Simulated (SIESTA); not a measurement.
AgBr, 2 atoms in the cell. It takes space group Fm-3m (No. 225, cubic). Conventional cell: a = 5.740 Å, b = 5.740 Å, c = 5.740 Å, α = 90.00°, β = 90.00°, γ = 90.00°. Ag (site symmetry m-3m) is surrounded by 6 Br at 2.87 Å. Br (site symmetry m-3m) is surrounded by 6 Ag at 2.87 Å. 

| Item | Value |
| --- | --- |
| Program | SIESTA 5.4.2 |
| Task | band structure |
| Functional | LDA |
| Potentials or basis | PseudoDojo 0.4 standard (LDA files) |
| Basis | DZP (energy shift 0.003 Ry; two zetas on semicore shells) |
| Grid cutoff | 800 Ry |
| Energy shift | 0.003 Ry |
| k mesh | 8 × 8 × 8 |
| Occupations | fermi-dirac, width 0.05 eV |
| Spin | no spin polarisation |

Potentials or basis: PseudoDojo 0.4 standard (LDA files), DZP (energy shift 0.003 Ry; two zetas on semicore shells).

Run with:

```bash
$ siesta < AgBr.fdf > AgBr.out 2>&1
```

Hardware: 1 thread of Arm Neoverse V2 (shared host).

How long does it take, and how much memory?

Wall time 23 s on 1 thread of Arm Neoverse V2, on a shared host, peak memory 0.25 GiB. Counts: scf iterations 11, k points 296, bands 36.
